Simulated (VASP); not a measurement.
Here is a VASP 6.6.1 calculation.

File INCAR:

```
PREC = Accurate
ENCUT = 520
EDIFF = 1E-7
ISMEAR = 0
SIGMA = 0.02
LREAL = False
LASPH = True
NELM = 80
ALGO = Normal
ISIF = 2
LWAVE = False
LCHARG = False
METAGGA = R2SCAN
LMIXTAU = True
```

Contents of KPOINTS:

```
regular mesh
0
Gamma
  8 8 8
```

The input POSCAR:

```
CaSe
1.0
    0.0000000000      2.9560000000      2.9560000000
    2.9560000000      0.0000000000      2.9560000000
    2.9560000000      2.9560000000      0.0000000000
Se Ca
1 1
Direct
    0.5000000000      0.5000000000      0.5000000000
    0.0000000000      0.0000000000      0.0000000000
```

The input KPOINTS_OPT:

```
path GXWKGLUWLK,UX
15
line-mode
reciprocal
 0.0000000000  0.0000000000  0.0000000000  G
 0.5000000000  0.0000000000  0.5000000000  X

 0.5000000000  0.0000000000  0.5000000000  X
 0.5000000000  0.2500000000  0.7500000000  W

 0.5000000000  0.2500000000  0.7500000000  W
 0.3750000000  0.3750000000  0.7500000000  K

 0.3750000000  0.3750000000  0.7500000000  K
 0.0000000000  0.0000000000  0.0000000000  G

 0.0000000000  0.0000000000  0.0000000000  G
 0.5000000000  0.5000000000  0.5000000000  L

 0.5000000000  0.5000000000  0.5000000000  L
 0.6250000000  0.2500000000  0.6250000000  U

 0.6250000000  0.2500000000  0.6250000000  U
 0.5000000000  0.2500000000  0.7500000000  W

 0.5000000000  0.2500000000  0.7500000000  W
 0.5000000000  0.5000000000  0.5000000000  L

 0.5000000000  0.5000000000  0.5000000000  L
 0.3750000000  0.3750000000  0.7500000000  K

 0.6250000000  0.2500000000  0.6250000000  U
 0.5000000000  0.0000000000  0.5000000000  X
```

Potentials or basis: VASP PAW PBE potentials, release 64 (Se, Ca_sv).

Run with:

```console
$ cat potpaw_PBE.64/Se/POTCAR potpaw_PBE.64/Ca_sv/POTCAR > POTCAR
$ mpirun -np 1 vasp_std > vasp.out
```

(1) Predict the band gap along the path.

(2) Estimate the pressure.

(3) What does it give for the band gap on the k mesh?

## Answers

(1) 2.49 eV, indirect (least direct gap 3.44 eV).

(2) 0.9 GPa.

(3) 2.49 eV, indirect (least direct gap 3.44 eV).

Caveat: the PAW data sets were made with another functional, which shifts forces and pressure a little.

**Experimental background.**

A printed reference work, monograph, original work of 1988 reports, for a bulk crystal of CaSe at 2 K: band gap 3.85 eV (indirect).

Against the measured gap of CaSe, 3.85 eV (indirect; 2 K; a printed reference work, monograph, original work of 1988), the calculated 2.49 eV is off by -1.36 eV. Spin-orbit coupling on Se is left out. The value is that of r2SCAN, without temperature or zero-point motion.
